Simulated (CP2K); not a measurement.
# Ge: band structure with PBE

**The experiment to reproduce.**

From “Temperature-dependent photoluminescence in Ge: experiment and theory”, 2020, arxiv:2003.00143, for a bulk crystal of Ge at 0 K: band gap 0.744 eV (indirect).

Ge:

```xyz
2
Lattice="4.0007 0.0000 0.0000 2.0003 3.4647 0.0000 2.0003 1.1549 3.2665" Properties=species:S:1:pos:R:3 pbc="T T T"
Ge    6.0010    3.4647    2.4499
Ge    4.0007    2.3098    1.6333
```

- Program: CP2K 2026.2
- Task: band structure
- Functional: PBE
- Potentials or basis: GTH_POTENTIALS Ge GTH-PADE-q4; DZVP-MOLOPT-SR-GTH basis
- Density cutoff: 6123 eV
- k mesh: 8 × 8 × 8
- Occupations: fermi-dirac, width 0.05 eV
- Spin: no spin polarisation
- SCF solver: diagonalisation with k points
- Quickstep method: GPW
- EPS_DEFAULT: 1.0E-9
- EPS_SCF: 1.0E-6
- MAX_SCF: 100
- SCF_GUESS: ATOMIC
- k points reduced by the point group: yes
- Mesh centred on Gamma: yes
- CHOLESKY: OFF
- EPS_EIGVAL: 1.0E-7
- MIXING METHOD: BROYDEN_MIXING
- MIXING ALPHA: 0.4
- NBUFFER: 8
- NGRIDS: 5
- Basis sets: Ge DZVP-MOLOPT-SR-GTH-q4
- Potentials: Ge GTH-PADE-q4 of GTH_POTENTIALS
- ADDED_MOS: [10]
- Points a segment of the path (NPOINTS): 6
- Bands added on the path: 6
- REL_CUTOFF (Ry): 60 Ry
- MIXING BETA (1/bohr): 1.5 1/bohr
- CUTOFF of the grids: 450 Ry

```yaml
Pressure: -1.8 GPa
Band_gap_on_the_k_mesh: none (metal or under the smearing width)
```

Levels at the corners of the path, in eV from the Fermi level:
```
point  band 2  band 3  band 4  band 5  band 6  band 7
    Γ   -0.10   -0.04   -0.04   -0.04    2.63    2.63
    X   -8.93   -3.03   -3.03    0.89    0.89    9.56
    W   -8.84   -3.83   -3.83    4.48    4.48    5.02
    K   -8.34   -4.25   -2.60    1.30    4.31    7.46
    Γ   -0.10   -0.04   -0.04   -0.04    2.63    2.63
    L   -7.59   -1.40   -1.40    0.21    3.92    3.92
    U   -8.34   -4.25   -2.60    1.30    4.31    7.46
    W   -8.84   -3.83   -3.83    4.48    4.48    5.02
    L   -7.59   -1.40   -1.40    0.21    3.92    3.92
    K   -8.34   -4.25   -2.60    1.30    4.31    7.46
    U   -8.34   -4.25   -2.60    1.30    4.31    7.46
    X   -8.93   -3.03   -3.03    0.89    0.89    9.56
```

Run time: 6.9 s on 1 thread of Arm Neoverse V1, on a shared host, peak memory 0.25 GiB.

Measured gap of Ge: 0.744 eV (indirect; 0 K; “Temperature-dependent photoluminescence in Ge: experiment and theory”, 2020, arxiv:2003.00143). This calculation gives 0.00 eV (-0.74 eV). 3 values of this kind are on record (0.666 to 0.807 eV); this one was drawn at random among those near their median. Spin-orbit coupling on Ge is left out. The value is that of PBE in an atomic basis (GTH_POTENTIALS Ge GTH-PADE-q4; DZVP-MOLOPT-SR-GTH basis), whose error adds to the functional's, on a finite k mesh, which can miss the band edges, without temperature or zero-point motion. Semilocal functionals fall short of measured gaps as a rule.

Caveat: the potentials were made for another functional, which shifts forces and pressure; the basis of atomic orbitals isn't converged, which shifts pressures, moduli and gaps.
